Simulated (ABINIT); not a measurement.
Runs of ABINIT 10.8.3 (patched build) on AgBr. The structure is cubic, space group Fm-3m (No. 225). The conventional cell has a = 5.740 Å, b = 5.740 Å, c = 5.740 Å, α = 90.00°, β = 90.00°, γ = 90.00°. Ag (site symmetry m-3m) is surrounded by 6 Br at 2.87 Å. Br (site symmetry m-3m) has 6 Ag at 2.87 Å as nearest neighbours. 

| task | level | potentials or basis | spin | dispersion computed by | gap on the mesh (eV) | pressure (GPa) | V0 of scaled cells (Å³/atom) | B0 (GPa) |
| --- | --- | --- | --- | --- | --- | --- | --- | --- |
| band structure | BP86 | JTH PAW PBE v2.0 | SOC, no magnetisation | - | 0.55 | 2.3 | - | - |
| band structure | LDA | JTH PAW LDA v2.0 | SOC, no magnetisation | - | (a) | -4.2 | - | - |
| equation of state | revPBE+D4 | JTH PAW PBE v2.0 | off | dftd4 4.3.1 | - | - | (b) | 46 |
| equation of state | PBEsol | JTH PAW PBE v2.0 | off | - | - | - | 22.87 | 53 |
| equation of state | AM05 | JTH PAW PBE v2.0 | off | - | - | - | 23.31 | 46 |

Alike in all rows: cell as given; k mesh 8 × 8 × 8; cutoff (eV) 463; smearing fermi-dirac 0.05 eV.

Q: Estimate the missing entries.

A: (a) 0.28; (b) 23.56.

Caveats: the PAW data sets were made with another functional, which shifts forces and pressure a little (some runs); pressures at fixed basis lie under the slope of the energies (some runs).

A k mesh can miss the band edges, and rows without SOC leave out spin-orbit coupling on Ag, Br.
